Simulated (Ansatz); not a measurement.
## Sc in Ansatz: convergence with scf exx energy threshold

The system is Sc.

```xyz
1
Lattice="0.0000 2.2600 2.2600 2.2600 0.0000 2.2600 2.2600 2.2600 0.0000" Properties=species:S:1:pos:R:3 pbc="T T T"
Sc    0.0000    0.0000    0.0000
```

This isn't the form of Sc at room conditions, which is hcp.

* Program: Ansatz 0.2.0
* Task: convergence study
* Functional: PBE0
* Potentials or basis: JTH PAW
* Cutoff: 1350 eV (not typed: the program's choice for these potentials)
* k mesh: 5 × 5 × 5
* Occupations: gaussian, width 0.05 eV
* Spin: no spin polarisation

These are the settings of the first run; the series varies scf exx energy threshold, with any setting tied to it.

Hardware: 2 threads of Intel(R) Xeon(R) Platinum 8375C CPU @ 2.90GHz (Ice Lake) (shared host).

```csv
scf exx energy threshold,"energy less the tightest run, at zero smearing (meV/atom)",SCF cycles,CPU time (s),peak memory (GiB)
0.01,0.00,24,45,1.3
0.001,0.00,24,49,1.3
0.0001,0.00,24,55,1.3
1e-05,0.00,25,46,1.4
1e-06,0.00,27,47,1.3
1e-07,0.00,30,53,1.3
```

Against the tightest run, the energy stays within 1 meV/atom from 0.01 on. The tightest run that finished is the yardstick and may itself not be fully converged.

Caveat, for the tightest run too: the k mesh is coarse (spacing up to 0.48 Å⁻¹), so the values aren't converged, least of all with exact exchange.
